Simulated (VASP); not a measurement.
# Si in VASP: a series of runs

One slab, Si, is run at these levels: PBE; tasks: single point, relaxation of the atoms.

Program: VASP 6.6.1. These are calculated values, not measurements. Logs are shortened: lines on timing, memory, paths and dates and some standing lists are left out, and cuts for length are marked.

## 1. The structure

The cell holds a slab with vacuum, 10 atoms: a = 3.867 Å, b = 3.867 Å, c = 28.419 Å, α = 90.00°, β = 90.00°, γ = 120.00°.

The slab is cut from a database's or a generator's crystal, which needn't be the stable form of the element.

## 2. Single point, PBE

The input, INCAR:

```
PREC = Accurate
ENCUT = 520
EDIFF = 1E-6
ISMEAR = 0
SIGMA = 0.03
LREAL = F
LASPH = T
NELM = 80
ALGO = Normal
ISIF = 2
LWAVE = F
LCHARG = F
LDIPOL = T
IDIPOL = 3
DIPOL = 0.5 0.5 0.500
GGA = PE
NBANDS = 31
LVHAR = T
LVACPOTAV = T
ICORELEVEL = 1
KPAR = 4
```

The input, KPOINTS:

```
regular mesh
0
Gamma
  9 9 1
```

The input, POSCAR:

```
Si
1.0
    3.8668799000      0.0000000000      0.0000000000
   -1.9334399500      3.3488162300      0.0000000000
    0.0000000000      0.0000000000     28.4185004300
Si
10
Direct
    0.3333333300      0.6666666700      0.2639125900
    0.0000000000      0.0000000000      0.2916875800
    0.0000000000      0.0000000000      0.3750125500
    0.6666666700      0.3333333300      0.4027875400
    0.6666666700      0.3333333300      0.4861125100
    0.3333333300      0.6666666700      0.5138874900
    0.3333333300      0.6666666700      0.5972124600
    0.0000000000      0.0000000000      0.6249874500
    0.0000000000      0.0000000000      0.7083124200
    0.6666666700      0.3333333300      0.7360874100
```

Potentials or basis: VASP PAW PBE potentials, release 64 (Si).

The run is started by

```console
$ cat potpaw_PBE.64/Si/POTCAR > POTCAR
$ mpirun -np 4 vasp_std > vasp.out
```

OUTCAR:

```text
PREC = Accurate
   ENCUT = 520
   EDIFF = 1E-6
   ISMEAR = 0
   LREAL = F
   LASPH = T
   NELM = 80
   ISIF = 2
   GGA = PE

 ion  position               nearest neighbor table
   1  0.333  0.667  0.264-   2 2.37   2 2.37   2 2.37
   2  0.000  0.000  0.292-   1 2.37   1 2.37   1 2.37   3 2.37
   3  0.000  0.000  0.375-   4 2.37   4 2.37   4 2.37   2 2.37
   4  0.667  0.333  0.403-   3 2.37   3 2.37   3 2.37   5 2.37
   5  0.667  0.333  0.486-   6 2.37   6 2.37   6 2.37   4 2.37
   6  0.333  0.667  0.514-   5 2.37   5 2.37   5 2.37   7 2.37
   7  0.333  0.667  0.597-   8 2.37   8 2.37   8 2.37   6 2.37
   8  0.000  0.000  0.625-   7 2.37   7 2.37   7 2.37   9 2.37
   9  0.000  0.000  0.708-  10 2.37  10 2.37  10 2.37   8 2.37
  10  0.667  0.333  0.736-   9 2.37   9 2.37   9 2.37

  LATTYP: Found a hexagonal cell.
 ALAT       =     3.8668799000
 C/A-ratio  =     7.3492068968

  Lattice vectors:

 A1 = (   3.8668799000,   0.0000000000,   0.0000000000)
 A2 = (  -1.9334399500,   3.3488162300,   0.0000000000)
 A3 = (   0.0000000000,   0.0000000000,  28.4185004300)

Analysis of symmetry for initial positions (statically):
=====================================================================
 Subroutine PRICEL returns:
 Original cell was already a primitive cell.

 Routine SETGRP: Setting up the symmetry group for a
 hexagonal supercell.

 Subroutine GETGRP returns: Found 12 space group operations
 (whereof 12 operations were pure point group operations)
 out of a pool of 24 trial point group operations.

The static configuration has the point symmetry D_3d.

Analysis of symmetry for dynamics (positions and initial velocities):
=====================================================================
 Subroutine PRICEL returns:
 Original cell was already a primitive cell.

 Routine SETGRP: Setting up the symmetry group for a
 hexagonal supercell.

 Subroutine GETGRP returns: Found 12 space group operations
 (whereof 12 operations were pure point group operations)
 out of a pool of 24 trial point group operations.

The dynamic configuration has the point symmetry D_3d.

 Subroutine INISYM returns: Found 12 space group operations
 (whereof 12 operations are pure point group operations),
 and found     1 'primitive' translations

----------------------------------------------------------------------------------------

                                     Primitive cell

  volume of cell :     368.0045

  direct lattice vectors                    reciprocal lattice vectors
     3.866879900  0.000000000  0.000000000     0.258606428  0.149306491  0.000000000
    -1.933439950  3.348816230  0.000000000     0.000000000  0.298612982  0.000000000
     0.000000000  0.000000000 28.418500430     0.000000000  0.000000000  0.035188345

  length of vectors
     3.866879900  3.866879903 28.418500430     0.298612982  0.298612982  0.035188345

  position of ions in fractional coordinates (direct lattice)
     0.333333330  0.666666670  0.263912590
     0.000000000  0.000000000  0.291687580
     0.000000000  0.000000000  0.375012550
     0.666666670  0.333333330  0.402787540
     0.666666670  0.333333330  0.486112510
     0.333333330  0.666666670  0.513887490
     0.333333330  0.666666670  0.597212460
     0.000000000  0.000000000  0.624987450
     0.000000000  0.000000000  0.708312420
     0.666666670  0.333333330  0.736087410

  ion indices of the primitive-cell ions
   primitive index   ion index
                 1           1
                 2           2
                 3           3
                 4           4
                 5           5
                 6           6
                 7           7
                 8           8
                 9           9
                10          10

----------------------------------------------------------------------------------------

 KPOINTS: regular mesh

Automatic generation of k-mesh.
 Grid dimensions read from file:
 generate k-points for:    9    9    1

 Generating k-lattice:

  Cartesian coordinates                     Fractional coordinates (reciprocal lattice)
     0.028734048  0.016589610  0.000000000     0.111111111  0.000000000  0.000000000
     0.000000000  0.033179220  0.000000000     0.000000000  0.111111111  0.000000000
     0.000000000  0.000000000  0.035188345     0.000000000  0.000000000  1.000000000

  Length of vectors
     0.033179220  0.033179220  0.035188345

  Shift w.r.t. Gamma in fractional coordinates (k-lattice)
     0.000000000  0.000000000  0.000000000

 Subroutine IBZKPT returns following result:
 ===========================================

 Found     12 irreducible k-points:

 Following reciprocal coordinates:
            Coordinates               Weight
  0.000000  0.000000  0.000000      1.000000
  0.111111  0.000000  0.000000      6.000000
  0.222222  0.000000  0.000000      6.000000
  0.333333  0.000000  0.000000      6.000000
  0.444444  0.000000  0.000000      6.000000
  0.111111  0.111111  0.000000      6.000000
  0.222222  0.111111  0.000000     12.000000
  0.333333  0.111111  0.000000     12.000000
  0.444444  0.111111  0.000000      6.000000
  0.222222  0.222222  0.000000      6.000000
  0.333333  0.222222  0.000000     12.000000
  0.333333  0.333333  0.000000      2.000000
   k-points           NKPTS =     12   k-points in BZ     NKDIM =     12   number of bands    NBANDS=     31
   number of dos      NEDOS =    301   number of ions     NIONS =     10
   total plane-waves  NPLWV = 194400
   dimension x,y,z NGX =    30 NGY =   30 NGZ =  216
   dimension x,y,z NGXF=    60 NGYF=   60 NGZF=  432
   ions per type =              10
   NGX,Y,Z   is equivalent  to a cutoff of  12.90, 12.90, 12.64 a.u.
   NGXF,Y,Z  is equivalent  to a cutoff of  25.80, 25.80, 25.27 a.u.
 SYSTEM =  unknown system
   PREC   = accura    normal or accurate (medium, high low for compatibility)
   ISTART =      0    job   : 0-new  1-cont  2-samecut
   ICHARG =      2    charge: 1-file 2-atom 10-const
   ISPIN  =      1    spin polarized calculation?
   LNONCOLLINEAR =      F non collinear calculations
   LSORBIT =      F    spin-orbit coupling
   LASPH  =      T    aspherical Exc in radial PAW
   ENCUT  =  520.0 eV  38.22 Ry    6.18 a.u.   7.19  7.19 52.84*2*pi/ulx,y,z
   NELM   =     80;   NELMIN=  2; NELMDL= -5     # of ELM steps
   EDIFF  = 0.1E-05   stopping-criterion for ELM
   LREAL  =      F    real-space projection
   EDIFFG = 0.1E-04   stopping-criterion for IOM
   NSW    =      0    number of steps for IOM
   IBRION =     -1    ionic relax: 0-MD 1-quasi-New 2-CG
   NFREE  =      0    steps in history (QN), initial steepest desc. (CG)
   ISIF   =      2    stress and relaxation
   ISYM   =      2    0-nonsym 1-usesym 2-fastsym
   POTIM  = 0.5000    time-step for ionic-motion
   TEBEG  =    0.0;   TEEND  =   0.0 temperature during run
   PSTRESS=    0.0 pullay stress
   NELECT =      40.0000    total number of electrons
   NUPDOWN=      -1.0000    fix difference up-down
   EMIN   =  10.00;   EMAX   =-10.00  energy-range for DOS
   EFERMI =   0.00;   METHOD = LEGACY
   ISMEAR =     0;   SIGMA  =   0.03  broadening in eV -4-tet -1-fermi 0-gaus
   EFERMI_NEDOS =   21; number of points for ismear=-14 and -15
   IALGO  =     38    algorithm
   IMIX   =      4    mixing-type and parameters
     AMIX     =   0.40;   BMIX     =  1.00
     AMIX_MAG =   1.60;   BMIX_MAG =  1.00
  volume/ion in A,a.u.               =      36.80       248.34
  Fermi-wavevector in a.u.,A,eV,Ry     =   0.781287  1.476418  8.305118  0.610409
  Thomas-Fermi vector in A             =   1.884773
   LORBIT       =      0    0 simple, 1 ext, 2 COOP (PROOUT), +10 PAW based schemes
   GGA     = PE    functional components
   LHFCALC =     F    Hartree Fock is set to
   AEXX    =    0.0000 exact exchange contribution
   IVDW    =     0    specifies the selected vdW correction
   LEPSILON=     F    determine dielectric tensor
   LRPA    =     F    only Hartree local field effects (RPA)
 non-spin polarized calculation
 Gauss-broadening in eV      SIGMA  =   0.03
  energy-cutoff  :      520.00
  volume of cell :      368.00
 maximum number of plane-waves:      9969
 NGX is ok and might be reduce to    30
   NGX = 15   NGY = 15   NGZ =105

 number of electron      40.0000001 magnetization

 dipolmoment           0.000000      0.000000     -0.000000 electrons x Angstroem

 Free energy of the ion-electron system (eV)
  ---------------------------------------------------
  ext. energy  EPLUGINS =         0.00000000
  ---------------------------------------------------
  free energy    TOTEN  =       -51.58062491 eV

  energy without entropy =      -51.57492079  energy(sigma->0) =      -51.57777285

 the core state eigenenergies are
   1-  1s  -1778.6557  2s   -132.5614  2p    -88.5935
   2-  1s  -1778.7041  2s   -132.6429  2p    -88.6709
   3-  1s  -1779.0610  2s   -132.9930  2p    -89.0218
   4-  1s  -1778.8738  2s   -132.8577  2p    -88.8828
   5-  1s  -1778.9880  2s   -132.9613  2p    -88.9870
   6-  1s  -1778.9880  2s   -132.9613  2p    -88.9870
   7-  1s  -1778.8738  2s   -132.8577  2p    -88.8828
   8-  1s  -1779.0610  2s   -132.9930  2p    -89.0218
   9-  1s  -1778.7041  2s   -132.6429  2p    -88.6709
  10-  1s  -1778.6557  2s   -132.5614  2p    -88.5935

 E-fermi :   1.0140     XC(G=0):  -5.7076

 val. band max:        1.0098680768   @ k =   0.4444   0.0000   0.0000
 cond. band min:       1.0314960817   @ k =   0.3333   0.1111   0.0000
 fundamental gap:      0.0216280049
 Fermi energy:         1.0140243803

 k-point     1 :       0.0000    0.0000    0.0000
  band No.  band energies     occupation
      1     -10.8331      2.00000
      2     -10.3971      2.00000
      3      -9.8314      2.00000
      4      -9.1585      2.00000
      5      -8.7424      2.00000
      6      -5.4863      2.00000
[... 23 lines left out ...]
     30       4.1944      0.00000
     31       4.2728      0.00000

 k-point     2 :       0.1111    0.0000    0.0000
  band No.  band energies     occupation
      1     -10.6925      2.00000
      2     -10.2575      2.00000
      3      -9.6925      2.00000
      4      -9.0189      2.00000
      5      -8.6008      2.00000
      6      -5.4252      2.00000
[... 23 lines left out ...]
     30       4.4953      0.00000
     31       4.5331      0.00000

 k-point     3 :       0.2222    0.0000    0.0000
  band No.  band energies     occupation
      1     -10.2773      2.00000
      2      -9.8463      2.00000
      3      -9.2848      2.00000
      4      -8.6097      2.00000
      5      -8.1839      2.00000
      6      -5.3627      2.00000
[... 23 lines left out ...]
     30       5.2926      0.00000
     31       5.5260      0.00000

 k-point     4 :       0.3333    0.0000    0.0000
  band No.  band energies     occupation
      1      -9.6165      2.00000
      2      -9.1989      2.00000
      3      -8.6536      2.00000
      4      -7.9847      2.00000
      5      -7.5364      2.00000
      6      -5.7476      2.00000
[... 227 lines left out ...]
     30       5.4357      0.00000
     31       5.5717      0.00000

 k-point    11 :       0.3333    0.2222    0.0000
  band No.  band energies     occupation
      1      -8.4526      2.00000
      2      -8.1282      2.00000
      3      -7.7378      2.00000
      4      -7.3213      2.00000
      5      -6.5129      2.00000
      6      -6.2783      2.00000
[... 23 lines left out ...]
     30       5.4732      0.00000
     31       5.7264      0.00000

 k-point    12 :       0.3333    0.3333    0.0000
  band No.  band energies     occupation
      1      -7.7831      2.00000
      2      -7.7831      2.00000
      3      -7.6040      2.00000
      4      -7.5975      2.00000
      5      -6.0942      2.00000
      6      -6.0942      2.00000
[... 23 lines left out ...]
     30       6.2234      0.00000
     31       6.7371      0.00000

------------------------ aborting loop because EDIFF is reached ----------------------------------------

  FORCE on cell =-STRESS in cart. coord.  units (eV):
  Direction    XX          YY          ZZ          XY          YZ          ZX
  --------------------------------------------------------------------------------------
  -------------------------------------------------------------------------------------
  Total       -0.4235676     -0.4235676     -0.9696418     -0.0000000      0.0000000      0.0000000
  in kB       -1.8440816     -1.8440816     -4.2215191     -0.0000000      0.0000000      0.0000000
  external PRESSURE =      -2.6365608 kB  Pullay stress =       0.0000000 kB

 VOLUME and BASIS-vectors are now :
 -----------------------------------------------------------------------------
  energy-cutoff  :      520.00
  volume of cell :      368.00
      direct lattice vectors                 reciprocal lattice vectors
     3.866879900  0.000000000  0.000000000     0.258606428  0.149306491  0.000000000
    -1.933439950  3.348816230  0.000000000     0.000000000  0.298612982  0.000000000
     0.000000000  0.000000000 28.418500430     0.000000000  0.000000000  0.035188345

 POSITION                                       TOTAL-FORCE (eV/Angst)
 -----------------------------------------------------------------------------------
     -0.00000      2.23254      7.50000        -0.000000      0.000000      0.721275
      0.00000      0.00000      8.28932        -0.000000     -0.000000     -0.764606
      0.00000      0.00000     10.65729        -0.000000      0.000000      0.160152
      1.93344      1.11627     11.44662         0.000000      0.000000     -0.158141
      1.93344      1.11627     13.81459         0.000000     -0.000000      0.074703
     -0.00000      2.23254     14.60391         0.000000      0.000000     -0.074703
     -0.00000      2.23254     16.97188        -0.000000     -0.000000      0.158141
      0.00000      0.00000     17.76121         0.000000      0.000000     -0.160152
      0.00000      0.00000     20.12918        -0.000000      0.000000      0.764606
      1.93344      1.11627     20.91850         0.000000      0.000000     -0.721275
 -----------------------------------------------------------------------------------
    total drift:                               -0.000000     -0.000000     -0.000000

  FREE ENERGIE OF THE ION-ELECTRON SYSTEM (eV)
  ---------------------------------------------------
  free  energy   TOTEN  =       -51.5806249093 eV

  energy  without entropy=      -51.5749207872  energy(sigma->0) =      -51.57777285

 vacuum level on the upper side and lower side of the slab         5.762         5.762
```

Run time: 95 s. Hardware: 4 MPI ranks of Intel Xeon Platinum 8488C (Sapphire Rapids), shared host; peak memory 0.48 GiB.

Results:

```
Free energy                     : -51.5806 eV
Largest force                   : 0.765 eV/Å
Band gap on the k mesh          : none (metal or under the smearing width)
Work function of the upper face : 4.75 eV
Work function of the lower face : 4.75 eV
```

Forces on the atoms (eV/Å):
```
Si   0.000  0.000  0.721
Si   0.000  0.000 -0.765
Si   0.000  0.000  0.160
Si   0.000  0.000 -0.158
Si   0.000  0.000  0.075
Si   0.000  0.000 -0.075
Si   0.000  0.000  0.158
Si   0.000  0.000 -0.160
Si   0.000  0.000  0.765
Si   0.000  0.000 -0.721
```

Core levels (eV, on the scale of the bands):
```
atom                           levels
1 Si  1s -1778.7, 2s -132.6, 2p -88.6
2 Si  1s -1778.7, 2s -132.6, 2p -88.7
3 Si  1s -1779.1, 2s -133.0, 2p -89.0
4 Si  1s -1778.9, 2s -132.9, 2p -88.9
5 Si  1s -1779.0, 2s -133.0, 2p -89.0
6 Si  1s -1779.0, 2s -133.0, 2p -89.0
```

(Part 1 of 2 ends here.)
